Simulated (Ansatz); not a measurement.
# FeNi3: the cost of one run

Method: DFT PBE, scalar-relativistic, plane waves, PAW, in Ansatz 0.2.0.

1 further run of the same task is left out (set aside as unsound or not needed).

## 1. The system as given

The structure is tetragonal, space group I4/mmm (No. 139). Conventional cell: a = 3.541 Å, b = 3.541 Å, c = 7.089 Å, α = 90.00°, β = 90.00°, γ = 90.00°. Around Fe (site symmetry 4/mmm) lie 12 Ni at 2.50 to 2.51 Å. Ni (site symmetry 4/mmm) is surrounded by 4 Fe at 2.50 Å and 8 Ni at 2.51 Å. Ni (site symmetry -4m2) has 8 Ni at 2.50 to 2.51 Å and 4 Fe at 2.51 Å as nearest neighbours.

Structure file:

```cif
data_structure
_symmetry_space_group_name_H-M 'P 1'
_symmetry_Int_Tables_number 1
_cell_length_a 4.3398
_cell_length_b 4.3398
_cell_length_c 4.3398
_cell_angle_alpha 131.841
_cell_angle_beta 131.841
_cell_angle_gamma 70.481
_cell_volume 44.45
loop_
_atom_site_label
_atom_site_type_symbol
_atom_site_fract_x
_atom_site_fract_y
_atom_site_fract_z
_atom_site_occupancy
Fe1 Fe 0.00000 0.00000 0.00000 1
Ni1 Ni 0.50000 0.50000 0.00000 1
Ni2 Ni 0.75000 0.25000 0.50000 1
Ni3 Ni 0.25000 0.75000 0.50000 1
```

It is the end of an earlier relaxation with the same method, from a generated guess; it needn't be the stable form of this composition. At a tolerance of 0.05 Å it has space group I4/mmm (No. 139); it has 11.11 Å³/atom, an uncorrected energy of -0.07 eV/atom over the elements.

## 2. Electronic structure at the relaxed geometry

File input.yaml:

```yaml
crystal:
  lattice:
    - [-1.7706455501, 1.7706455501, 3.5444561418]
    - [1.7706455501, -1.7706455501, 3.5444561418]
    - [1.7706455501, 1.7706455501, -3.5444561418]
  atoms:
    - { symbol: Fe, position: [0.0, 0.0, 0.0], spin: 3.12 }
    - { symbol: Ni, position: [0.5, 0.5, 0.0], spin: 0.69 }
    - { symbol: Ni, position: [0.75, 0.25, 0.5], spin: 0.72 }
    - { symbol: Ni, position: [0.25, 0.75, 0.5], spin: 0.72 }
basis:
  ecutwfc: 420
kpoints:
  mp_grid: { grid: [18, 18, 18] }
  band_path:
    path:
      - [[0.0, 0.0, 0.0], [0.0, 0.0, 0.5], [0.25, 0.25, 0.25], [0.0, 0.5, 0.0], [0.0, 0.0, 0.0], [0.5, 0.5, -0.5], [0.31238843, 0.68761157, -0.31238843]]
      - [[-0.31238843, 0.31238843, 0.31238843], [0.0, 0.0, 0.0]]
      - [[0.0, 0.0, 0.5], [-0.12477686, 0.12477686, 0.5]]
      - [[0.5, 0.5, -0.12477686], [0.5, 0.5, -0.5]]
    npoints: 14
hamiltonian:
  xc: pbe
scf:
  occupations: { method: gaussian, width: 0.1 }
  n_extra_bands: 10
output:
  forces: true
  stress: true
  eigenvalues: true
  populations: true
  dos: { projected: true, de: 0.02, nscf_kmesh: { grid: [22, 22, 22] } }
  bader: true
  write_density: true
  write_potential: true
  elf: true
  volumetric_format: npy
magnetization:
  spin_polarized: true
checkpoint:
  read: start.run
  write: ck
  compress: false
  write_wavefunctions: false
  write_every: 100000
```

The run is started by

```console
$ ansatz run input.yaml --threads 4 --pin off --max-ram 8192MiB --backend cpu --events-out ev --progress --plain --runs-dir out
```

**Question.** How long does this run take on 4 threads of Intel Xeon 6975P-C (Granite Rapids), shared host, and how much memory does it need?

About 35 s, with a peak of 1.6 GiB.
